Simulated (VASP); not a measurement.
A run of VASP 6.6.1:

File INCAR:

```
ALGO     = Normal         # electronic algorithm
EDIFF    = 1E-6           # SCF threshold, eV
EDIFFG   = -0.01          # ionic threshold
ENCUT    = 600            # plane-wave cutoff, eV
GGA      = PE             # functional
IBRION   = 2              # ionic algorithm
ISIF     = 3              # what is computed and relaxed
ISMEAR   = 0              # smearing method
LASPH    = True           # aspherical terms in the spheres
LCHARG   = False          # write CHGCAR
LREAL    = False          # projectors in reciprocal space
LWAVE    = False          # write WAVECAR
NELM     = 100            # most SCF steps
NSW      = 100            # ionic steps
PREC     = Accurate       # precision mode
SIGMA    = 0.1            # smearing width, eV
```

File KPOINTS:

```
k-points
0
Gamma
  16 16 16
```

POSCAR

```
In
1.0
   -1.8825252400      1.8825252400      1.8825252400
    1.8825252400     -1.8825252400      1.8825252400
    1.8825252400      1.8825252400     -1.8825252400
In
1
Direct
    0.0000000000      0.0000000000      0.0000000000
```

Potentials or basis: VASP PAW PBE potentials, release 64 (In_d).

Command:

```console
$ cat potpaw_PBE.64/In_d/POTCAR > POTCAR
$ mpirun -np 1 vasp_std > vasp.out
```

Hardware: 1 thread of Intel(R) Xeon(R) Platinum 8259CL CPU @ 2.50GHz (Skylake/Cascade Lake), with other jobs on the host.

How long does it take, and how much memory?

It took 67 s on 1 thread of Intel(R) Xeon(R) Platinum 8259CL CPU @ 2.50GHz (Skylake/Cascade Lake) (shared host), peak memory 0.2 GiB. Counts: scf iterations 24, k points 145, ion steps 3.
